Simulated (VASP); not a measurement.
## BeTe in VASP 6.6.1, single-point calculation

INCAR

```
GGA = PE
ISMEAR = -1
NSW = 0
EDIFF = 1E-7
PREC = Accurate
NELM = 120
ISIF = 2
LWAVE = .FALSE.
LREAL = .FALSE.
LASPH = .TRUE.
IBRION = -1
NELECT = 8.1
SIGMA = 0.02
LCHARG = .FALSE.
NBANDS = 11
ENCUT = 520
```

KPOINTS

```
KPOINTS created by Atomic Simulation Environment
0
Gamma
8 8 8
0 0 0
```

POSCAR

```
Be Te
 1.0000000000000000
     0.0000000000000000    2.9417685704999998    2.7391856080000001
     2.9417685704999998    0.0000000000000000    2.7391856080000001
     2.9417685704999998    2.9417685704999998    0.0000000000000000
 Be  Te
   1   1
Cartesian
  0.0000000000000000  0.0000000000000000  0.0000000000000000
  1.4708842852499999  1.4708842852499999  1.3695928040000003
```

The recommended PBE PAW datasets give the neutral cell 8 valence electrons.

Command

```
mpirun -np 1 vasp_std
```

OSZICAR

```
N       E                     dE             d eps       ncg     rms          rms(c)
DAV:   1     0.203128817745E+02    0.20313E+02   -0.33122E+03  1298   0.584E+02
DAV:   2    -0.589191298748E+01   -0.26205E+02   -0.25375E+02  1679   0.918E+01
DAV:   3    -0.701436523114E+01   -0.11225E+01   -0.11200E+01  1686   0.204E+01
DAV:   4    -0.702732509377E+01   -0.12960E-01   -0.12958E-01  1580   0.247E+00
DAV:   5    -0.702760452321E+01   -0.27943E-03   -0.27943E-03  1658   0.341E-01    0.401E+00
DAV:   6    -0.693908611860E+01    0.88518E-01   -0.89502E-02  1490   0.122E+00    0.242E+00
DAV:   7    -0.691564063485E+01    0.23445E-01   -0.81387E-02  1531   0.124E+00    0.407E-01
DAV:   8    -0.691607062253E+01   -0.42999E-03   -0.60131E-03  1487   0.428E-01    0.656E-02
DAV:   9    -0.691612329231E+01   -0.52670E-04   -0.17246E-04  1632   0.824E-02    0.350E-02
DAV:  10    -0.691618742673E+01   -0.64134E-04   -0.86487E-05  1452   0.486E-02    0.961E-03
DAV:  11    -0.691618923758E+01   -0.18109E-05   -0.28611E-06  1727   0.104E-02    0.952E-03
DAV:  12    -0.691618986403E+01   -0.62645E-06   -0.36239E-06  1418   0.915E-03    0.748E-03
DAV:  13    -0.691619014876E+01   -0.28473E-06   -0.26390E-07  1676   0.263E-03    0.573E-03
DAV:  14    -0.691619031124E+01   -0.16247E-06   -0.22540E-08   796   0.691E-04    0.153E-03
DAV:  15    -0.691619033185E+01   -0.20610E-07   -0.38107E-08   712   0.758E-04
   1 F= -.69161903E+01 E0= -.69159779E+01  d E =-.424811E-03
```

From OUTCAR

```
k-points           NKPTS =     59   k-points in BZ     NKDIM =     59   number of bands    NBANDS=     11

   NELECT =       8.1000    total number of electrons

   dimension x,y,z NGX =    30 NGY =   30 NGZ =   32
   dimension x,y,z NGXF=    60 NGYF=   60 NGZF=   64

  energy-cutoff  :      520.00
  volume of cell :       47.41
      direct lattice vectors                 reciprocal lattice vectors
     0.000000000  2.941768570  2.739185608    -0.169965784  0.169965784  0.182536006
     2.941768570  0.000000000  2.739185608     0.169965784 -0.169965784  0.182536006
     2.941768570  2.941768570  0.000000000     0.169965784  0.169965784 -0.182536006

 k-points in reciprocal lattice and weights: KPOINTS created by Atomic Simulation Env
   0.00000000  0.00000000  0.00000000       0.002
   0.12500000  0.00000000  0.00000000       0.016
   0.25000000  0.00000000  0.00000000       0.016
   0.37500000  0.00000000  0.00000000       0.016
   0.50000000  0.00000000  0.00000000       0.008
   0.12500000  0.12500000  0.00000000       0.004
   0.25000000  0.12500000  0.00000000       0.016
   0.37500000  0.12500000  0.00000000       0.016
   ...

 E-fermi :   6.8999

 k-point     1 :       0.0000    0.0000    0.0000
  band No.  band energies     occupation
      1      -7.5137      2.00000
      2       4.3034      2.00000
      3       4.3034      2.00000
      4       4.6163      2.00000
      5       7.7490      0.00000
      6       8.0000      0.00000
      7       8.1415      0.00000
      8       8.1415      0.00000
      9      12.5975      0.00000
     10      13.8754      0.00000
     11      14.9824      0.00000

 k-point     2 :       0.1250    0.0000    0.0000
  band No.  band energies     occupation
      1      -7.3782      2.00000
      2       3.1568      2.00000
      3       4.0627      2.00000
      4       4.3437      2.00000
      5       7.7794      0.00000
      6       8.3563      0.00000
      7       8.4409      0.00000
      8       9.2086      0.00000
      9      13.0149      0.00000
     10      13.2181      0.00000
     11      13.8918      0.00000

 k-point     3 :       0.2500    0.0000    0.0000
  band No.  band energies     occupation
      1      -7.0071      2.00000
      2       1.2857      2.00000
      3       3.6049      2.00000
      4       3.9979      2.00000
      5       7.5052      0.00000
      6       8.8361      0.00000
      7       8.9606      0.00000
      8      11.1217      0.00000
      9      13.0848      0.00000
     10      13.2381      0.00000
     11      13.8638      0.00000

 k-point     4 :       0.3750    0.0000    0.0000
  band No.  band energies     occupation
      1      -6.5435      2.00000
      2      -0.1836      2.00000
      3       3.2464      2.00000
      4       3.7341      2.00000
      5       7.2804      0.00000
      6       8.8630      0.00000
      7       9.2878      0.00000
      8      12.2029      0.00000
      9      13.5927      0.00000
     10      14.4957      0.00000
     11      14.5491      0.00000

 k-point     5 :       0.5000    0.0000    0.0000
  band No.  band energies     occupation
      1      -6.3071      2.00000
      2      -0.7662      2.00000
      3       3.1165      2.00000
      4       3.6394      2.00000
      5       7.1974      0.00000
      6       8.8099      0.00000
      7       9.3441      0.00000
      8      12.2199      0.00000
      9      14.7611      0.00000
     10      15.6604      0.00000
     11      15.9934      0.00000

 ...

  Total        0.0030599      0.0030599      0.7099546      0.0000000      0.0000000      0.0000000
  in kB        0.1034079      0.1034079     23.9923464      0.0000000      0.0000000      0.0000000
  external PRESSURE =       8.0663874 kB  Pullay stress =       0.0000000 kB

 POSITION                                       TOTAL-FORCE (eV/Angst)
 -----------------------------------------------------------------------------------
      0.00000      0.00000      0.00000         0.000000      0.000000      0.000000
      1.47088      1.47088      1.36959        -0.000000     -0.000000     -0.000000
 -----------------------------------------------------------------------------------
    total drift:                               -0.000000     -0.000000     -0.000000

  FREE ENERGIE OF THE ION-ELECTRON SYSTEM (eV)
  ---------------------------------------------------
  free  energy   TOTEN  =        -6.9161903318 eV

  energy  without entropy=       -6.9157655209  energy(sigma->0) =       -6.91597793
```

It converged. Results: pressure 0.8 GPa.

The cell is charged and sits in a uniform background.

For comparison, a separate PBE run of the intended cell, on usual settings and not on those above, gives a gap of 1.63 eV on its mesh and a pressure of -2.1 GPa.

The run above took about 23 s on one core of a shared host (Intel Xeon Platinum 8488C) and held 0.19 GiB at most.
